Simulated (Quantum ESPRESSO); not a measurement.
Write the native input for Quantum ESPRESSO 7.5 that does the following.

```
Task                : band structure
Functional          : PBEsol
Potentials or basis : GBRV 1.5 PBEsol
Cutoff              : 762 eV
Density cutoff      : 6095 eV
k mesh              : 11 × 11 × 10
Occupations         : fermi-dirac, width 0.05 eV
Spin                : no spin polarisation
Mixing beta         : 0.5
Most SCF iterations : 120
SCF threshold       : 4e-10 Ry
```

CuO:

```
CELL_PARAMETERS angstrom
2.83633 0.00000 0.00000
-1.41816 2.45633 0.00000
0.00000 0.00000 2.76811
ATOMIC_POSITIONS crystal
Cu 0.00000 0.00000 0.00000
O 0.66667 0.33333 0.50000
```

Measurements of this composition are mostly on another form, of space group No. 15.

These files were run (other wordings do the same):

pw.in

```
&CONTROL
  calculation = 'scf'
  prefix = 'pwscf'
  outdir = './tmp'
  pseudo_dir = './pseudo'
  tprnfor = .true.
  tstress = .true.
  disk_io = 'low'
/
&SYSTEM
  ibrav = 0
  celldm(1) = 8
  nat = 2
  ntyp = 2
  ecutwfc = 56
  ecutrho = 448
  nbnd = 19
  occupations = 'smearing'
  smearing = 'fd'
  degauss = 0.00367493
/
&ELECTRONS
  conv_thr = 4d-10
  electron_maxstep = 120
  mixing_beta = 0.5
/
ATOMIC_SPECIES
Cu    63.5460 cu_pbesol_v1.2.uspp.F.UPF
O     15.9990 o_pbesol_v1.2.uspp.F.UPF
CELL_PARAMETERS alat
  0.6699847072874   0.0000000000000   0.0000000000000
 -0.3349923524626   0.5802237769764   0.0000000000000
  0.0000000000000   0.0000000000000   0.6538718795346
ATOMIC_POSITIONS crystal
Cu     0.0000000000    0.0000000000    0.0000000000
O      0.6666666667    0.3333333333    0.5000000000
K_POINTS automatic
11 11 10 0 0 0
```

bands.in

```
&CONTROL
  calculation = 'bands'
  prefix = 'pwscf'
  outdir = './tmp'
  pseudo_dir = './pseudo'
  disk_io = 'low'
  verbosity = 'high'
/
&SYSTEM
  ibrav = 0
  celldm(1) = 8
  nat = 2
  ntyp = 2
  ecutwfc = 56
  ecutrho = 448
  nbnd = 19
  occupations = 'smearing'
  smearing = 'fd'
  degauss = 0.00367493
/
&ELECTRONS
  conv_thr = 1d-08
  electron_maxstep = 120
  mixing_beta = 0.5
  diago_full_acc = .true.
  startingwfc = 'random'
/
ATOMIC_SPECIES
Cu    63.5460 cu_pbesol_v1.2.uspp.F.UPF
O     15.9990 o_pbesol_v1.2.uspp.F.UPF
CELL_PARAMETERS alat
  0.6699847072874   0.0000000000000   0.0000000000000
 -0.3349923524626   0.5802237769764   0.0000000000000
  0.0000000000000   0.0000000000000   0.6538718795346
ATOMIC_POSITIONS crystal
Cu     0.0000000000    0.0000000000    0.0000000000
O      0.6666666667    0.3333333333    0.5000000000
K_POINTS crystal
60
 0.0000000000  0.0000000000  0.0000000000 1
 0.0833333333  0.0000000000  0.0000000000 1
 0.1666666667  0.0000000000  0.0000000000 1
 0.2500000000  0.0000000000  0.0000000000 1
 0.3333333333  0.0000000000  0.0000000000 1
 0.4166666667  0.0000000000  0.0000000000 1
 0.5000000000  0.0000000000  0.0000000000 1
 0.4444444444  0.1111111111  0.0000000000 1
 0.3888888889  0.2222222222  0.0000000000 1
 0.3333333333  0.3333333333  0.0000000000 1
 0.2916666667  0.2916666667  0.0000000000 1
 0.2500000000  0.2500000000  0.0000000000 1
 0.2083333333  0.2083333333  0.0000000000 1
 0.1666666667  0.1666666667  0.0000000000 1
 0.1250000000  0.1250000000  0.0000000000 1
 0.0833333333  0.0833333333  0.0000000000 1
 0.0416666667  0.0416666667  0.0000000000 1
 0.0000000000  0.0000000000  0.0000000000 1
 0.0000000000  0.0000000000  0.0833333333 1
 0.0000000000  0.0000000000  0.1666666667 1
 0.0000000000  0.0000000000  0.2500000000 1
 0.0000000000  0.0000000000  0.3333333333 1
 0.0000000000  0.0000000000  0.4166666667 1
 0.0000000000  0.0000000000  0.5000000000 1
 0.0714285714  0.0000000000  0.5000000000 1
 0.1428571429  0.0000000000  0.5000000000 1
 0.2142857143  0.0000000000  0.5000000000 1
 0.2857142857  0.0000000000  0.5000000000 1
 0.3571428571  0.0000000000  0.5000000000 1
 0.4285714286  0.0000000000  0.5000000000 1
 0.5000000000  0.0000000000  0.5000000000 1
 0.4583333333  0.0833333333  0.5000000000 1
 0.4166666667  0.1666666667  0.5000000000 1
 0.3750000000  0.2500000000  0.5000000000 1
 0.3333333333  0.3333333333  0.5000000000 1
 0.2962962963  0.2962962963  0.5000000000 1
 0.2592592593  0.2592592593  0.5000000000 1
 0.2222222222  0.2222222222  0.5000000000 1
 0.1851851852  0.1851851852  0.5000000000 1
 0.1481481481  0.1481481481  0.5000000000 1
 0.1111111111  0.1111111111  0.5000000000 1
 0.0740740741  0.0740740741  0.5000000000 1
 0.0370370370  0.0370370370  0.5000000000 1
 0.0000000000  0.0000000000  0.5000000000 1
 0.5000000000  0.0000000000  0.5000000000 1
 0.5000000000  0.0000000000  0.4285714286 1
 0.5000000000  0.0000000000  0.3571428571 1
 0.5000000000  0.0000000000  0.2857142857 1
 0.5000000000  0.0000000000  0.2142857143 1
 0.5000000000  0.0000000000  0.1428571429 1
 0.5000000000  0.0000000000  0.0714285714 1
 0.5000000000  0.0000000000  0.0000000000 1
 0.3333333333  0.3333333333  0.0000000000 1
 0.3333333333  0.3333333333  0.0714285714 1
 0.3333333333  0.3333333333  0.1428571429 1
 0.3333333333  0.3333333333  0.2142857143 1
 0.3333333333  0.3333333333  0.2857142857 1
 0.3333333333  0.3333333333  0.3571428571 1
 0.3333333333  0.3333333333  0.4285714286 1
 0.3333333333  0.3333333333  0.5000000000 1
```

Potentials or basis: GBRV 1.5 PBEsol.

The run is started by

```sh
$ OMP_NUM_THREADS=1 pw.x -in pw.in > pw.out
$ OMP_NUM_THREADS=1 pw.x -in bands.in > bands.out
```

Results of the run:

```yaml
Pressure: -9.0 GPa
Band_gap_on_the_k_mesh: none (metal or under the smearing width)
```

Caveat: an odd number of electrons without spin polarisation forces a metal; a magnetic or distorted state may lie lower; the run has no spin polarisation, though such a crystal can be magnetic; semilocal functionals often make such compounds metallic where correlation or magnetic order opens a gap, which also shifts bond lengths.

It took 38 s on 1 thread of Arm Neoverse V1 (shared host), peak memory 0.15 GiB.
